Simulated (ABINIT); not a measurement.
Crystal: HfO2.

```
CELL_PARAMETERS angstrom
0.00000 2.55750 2.55750
2.55750 0.00000 2.55750
2.55750 2.55750 0.00000
ATOMIC_POSITIONS crystal
Hf 0.00000 0.00000 0.00000
O 0.75000 0.75000 0.75000
O 0.25000 0.25000 0.25000
```

Measurements of this composition are mostly on another form, of space group No. 14.

Base run:

```yaml
Program: ABINIT 10.8.3 (patched build)
Functional: WC
Potentials_or_basis: JTH PAW PBE v2.0
Cutoff: 762 eV
k_mesh: 9 × 9 × 9
Occupations: fermi-dirac, width 0.05 eV
Spin: no spin polarisation
```

Its results: band gap on the k mesh 3.72 eV, indirect (least direct gap 3.83 eV); pressure -13.1 GPa.

Q: After a change of settings the same cell gave: band gap on the k mesh 4.34 eV, indirect (least direct gap 4.44 eV); pressure -12.2 GPa. Which change was it?
A. functional from WC to LDA
B. functional from WC to r2SCAN
C. functional from WC to PBEsol
D. functional from WC to BLYP

A: B.

r2SCAN gives the wider gap, since meta-GGAs in the generalised Kohn-Sham scheme recover part of the derivative discontinuity.

Caveats: the PAW data sets were made with another functional, which shifts forces and pressure a little; spin-orbit coupling is left out, which moves the levels of the heavy elements; an odd mesh through Γ misses points on the zone boundary, where band edges often lie.

Runs at the PBE level aren't shown here.
